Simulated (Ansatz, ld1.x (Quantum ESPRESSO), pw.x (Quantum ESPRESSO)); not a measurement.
**Equation-of-state test of one ultrasoft potential (Ga)**

| Quantity | Value |
| --- | --- |
| Element | Ga |
| Generator | ld1.x (Quantum ESPRESSO) 7.5 |
| Type | ultrasoft |
| Functional | PBEsol |
| Relativity | scalar-relativistic |
| Frozen core | [Ar] 3d10 |
| Valence charge | 3 |
| Reference configuration | 4s2 4p1 |
| Partial waves | 4s (bound): rcut 1.40, rcutus 1.75 bohr; 4s channel at -0.35 Ry: rcut 1.40, rcutus 1.75 bohr; 4p (bound): rcut 2.50, rcutus 3.05 bohr; 4p channel at 3.65 Ry: rcut 2.50, rcutus 3.05 bohr; 4d channel at 0.35 Ry: rcut 2.05, rcutus 2.40 bohr; 4d channel at 2.4 Ry: rcut 2.05, rcutus 2.40 bohr |
| Local potential | all-electron potential smoothed inside 2.15 bohr (lloc = -1) |
| Core correction | Bessel-smoothed model core, default radius (core density twice the valence density) |
| Augmentation charge | PSQ, radius 1.50 bohr |

Crystal test: fcc Ga in pw.x 7.5, no spin, 14³ k-points, Fermi–Dirac smearing 0.01 Ry, cutoffs 40/320 Ry. The reference is all-electron LAPW (Ansatz 0.2.0) with the same functional, mesh and smearing; V0 and B0 come from Birch–Murnaghan fits to the pressures at five volumes. Errors are pseudo minus all-electron; Δ is the rms difference of the E(V) curves that follow from these fits, minima aligned, over ±6 % about the mean V0. Mesh and smearing are coarse, so the numbers serve the comparison and aren't converged zero-temperature values; the lattice is a test structure that the element need not adopt.

```
V (Å³/atom)  P all-electron (GPa)  P pseudo (GPa)
     16.831                  3.59            2.59
     17.274                  1.70            0.68
     17.717                  0.07           -0.95
     18.160                 -1.33           -2.36
     18.603                 -2.55           -3.56
```

All-electron: a0 = 4.140 Å (V0 = 17.74 Å³/atom), B0 = 60.2 GPa.

Pseudopotential: mean pressure error (GPa): -1.02; a0 (Å): 4.117; a0 error (%): -0.54; B0 error (%): +8.7; Δ (meV/atom): 3.9. The largest radius (3.05 bohr) exceeds half the bond length (2.76 bohr), so the spheres overlap, which is one possible source of error among others. This is a poor potential for the solid. The logarithmic derivative shows an extra or strongly shifted pseudo pole above the reference energy (d near 1.63 Ry).

Task: At the middle volume, how do free energy and pressure move when the wave cutoff is lowered (ecutrho held at 320 Ry)?

Result:

```csv
cutoff (Ry),shift of F (meV/atom),shift of P (GPa)
18,+9.7,-0.01
24,+1.7,-0.08
32,+0.2,+0.01
```

Input at the middle volume:

```
&control
  calculation='scf', prefix='x', pseudo_dir='./', outdir='./tmp', tstress=.true., disk_io='low'
/
&system
  ibrav=0, nat=1, ntyp=1, ecutwfc=40, ecutrho=320, nbnd=8,
  occupations='smearing', smearing='fd', degauss=0.01
/
&electrons
  conv_thr=1e-09, mixing_beta=0.4, electron_maxstep=70
/
ATOMIC_SPECIES
Ga 1.0 Ga.UPF
CELL_PARAMETERS angstrom
  0.00000000 2.06912501 2.06912501
  2.06912501 0.00000000 2.06912501
  2.06912501 2.06912501 0.00000000
ATOMIC_POSITIONS crystal
Ga 0.0000 0.0000 0.0000
K_POINTS automatic
14 14 14 0 0 0
```

```bash
pw.x < Ga.scf.in > Ga.scf.out
```

Lines of the output:

```
Message from routine setup:
     using ibrav=0 with symmetry is DISCOURAGED, use correct ibrav instead
     lattice parameter (alat)  =       5.5297  a.u.
     unit-cell volume          =     119.5602 (a.u.)^3
     number of electrons       =         3.00
     number of Kohn-Sham states=            8
     kinetic-energy cutoff     =      40.0000  Ry
     charge density cutoff     =     320.0000  Ry
     scf convergence threshold =      1.0E-09
     Exchange-correlation= PBESOL
     number of k points=   104  Fermi-Dirac smearing, width (Ry)=  0.0100
     iteration #  1     ecut=    40.00 Ry     beta= 0.40
     total energy              =     -14.96016208 Ry
     estimated scf accuracy    <       0.00328141 Ry
     iteration #  2     ecut=    40.00 Ry     beta= 0.40
     total energy              =     -14.95979165 Ry
     estimated scf accuracy    <       0.00105784 Ry
     iteration #  3     ecut=    40.00 Ry     beta= 0.40
     total energy              =     -14.95982635 Ry
     estimated scf accuracy    <       0.00000223 Ry
     iteration #  4     ecut=    40.00 Ry     beta= 0.40
     c_bands:  1 eigenvalues not converged
     total energy              =     -14.95982661 Ry
     estimated scf accuracy    <       0.00000003 Ry
     iteration #  5     ecut=    40.00 Ry     beta= 0.40
     the Fermi energy is     6.3626 ev
!    total energy              =     -14.95982661 Ry
     estimated scf accuracy    <          2.4E-10 Ry
     smearing contrib. (-TS)   =      -0.00165207 Ry
     The total energy is F=E-TS. E is the sum of the following terms:
     one-electron contribution =       2.84558913 Ry
     hartree contribution      =       0.01634510 Ry
     xc contribution           =     -12.54352070 Ry
     ewald contribution        =      -5.27658808 Ry
     convergence has been achieved in   5 iterations
          total   stress  (Ry/bohr**3)                   (kbar)     P=       -9.54
```

The run at the middle volume (104 k-points, 5 iterations) took about 4.5 s on one core of a shared host (Neoverse-V2, 96 threads, 742 GiB, load 40).
